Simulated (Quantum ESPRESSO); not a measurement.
Input of a Quantum ESPRESSO 7.5 run:

The input pw.in:

```
&CONTROL
  calculation = 'scf'
  prefix = 'pwscf'
  outdir = './tmp'
  pseudo_dir = './pseudo'
  tprnfor = .true.
  tstress = .true.
  disk_io = 'low'
/
&SYSTEM
  ibrav = 0
  nat = 2
  ntyp = 2
  ecutwfc = 36
  ecutrho = 216
  nbnd = 23
  occupations = 'smearing'
  smearing = 'mp'
  degauss = 0.01469973
  nspin = 2
  starting_magnetization(1) = 0
  starting_magnetization(2) = 0.1875
/
&ELECTRONS
  conv_thr = 4d-10
  electron_maxstep = 120
  mixing_beta = 0.3
/
ATOMIC_SPECIES
Pt   195.0840 Pt.GGA_PBE-JTH.UPF
Fe    55.8450 Fe.GGA_PBE-JTH.UPF
CELL_PARAMETERS angstrom
   2.7235000000    0.0000000000    0.0000000000
   0.0000000000    2.7235000000    0.0000000000
   0.0000000000    0.0000000000    3.7200000000
ATOMIC_POSITIONS crystal
Pt     0.5000000000    0.5000000000    0.5000000000
Fe     0.0000000000    0.0000000000    0.0000000000
K_POINTS automatic
8 8 6 0 0 0
HUBBARD {ortho-atomic}
U Pt-5d 0.0001
U Fe-3d 0.0001
```

scf2.in

```
&CONTROL
  calculation = 'scf'
  prefix = 'pwscf'
  outdir = './tmp'
  pseudo_dir = './pseudo'
  tprnfor = .true.
  tstress = .true.
  disk_io = 'low'
/
&SYSTEM
  ibrav = 0
  nat = 2
  ntyp = 2
  ecutwfc = 36
  ecutrho = 216
  nbnd = 23
  occupations = 'smearing'
  smearing = 'mp'
  degauss = 0.01469973
  nspin = 2
  starting_magnetization(1) = 0
  starting_magnetization(2) = 0.1875
/
&ELECTRONS
  conv_thr = 1d-13
  electron_maxstep = 120
  mixing_beta = 0.3
  startingpot = 'file'
  startingwfc = 'file'
/
ATOMIC_SPECIES
Pt   195.0840 Pt.GGA_PBE-JTH.UPF
Fe    55.8450 Fe.GGA_PBE-JTH.UPF
CELL_PARAMETERS angstrom
   2.7235000000    0.0000000000    0.0000000000
   0.0000000000    2.7235000000    0.0000000000
   0.0000000000    0.0000000000    3.7200000000
ATOMIC_POSITIONS crystal
Pt     0.5000000000    0.5000000000    0.5000000000
Fe     0.0000000000    0.0000000000    0.0000000000
K_POINTS automatic
8 8 6 0 0 0
HUBBARD {ortho-atomic}
U Pt-5d 0.0001
U Fe-3d 0.0001
```

Contents of hp.in:

```
&INPUTHP
  prefix = 'pwscf'
  outdir = './tmp'
  nq1 = 1
  nq2 = 1
  nq3 = 1
  conv_thr_chi = 1d-06
  niter_max = 80
  iverbosity = 1
  alpha_mix(1) = 0.15
/
```

Potentials or basis: JTH 2.0 PBE.

Launch:

```console
$ OMP_NUM_THREADS=1 pw.x -in pw.in > pw.out
$ OMP_NUM_THREADS=1 pw.x -in scf2.in > scf2.out
$ OMP_NUM_THREADS=1 hp.x -in hp.in > hp.out
```

(1) What does it give for the Hubbard U from linear response?

(2) Predict the site moments.

(3) What does it give for the band gap on the k mesh?

Answers

(1) 2.19, 3.40 eV.

(2) Pt +0.41; Fe +3.00 μB.

(3) none (metal or under the smearing width).

Caveat: the computed U isn't converged in cell size; the cutoff lies well under what these potentials need, so the values aren't converged; on PAW files with symmetry the computed U can be off by some tenths of an eV for atoms off the origin; the U is typed as a test and isn't derived for this compound.
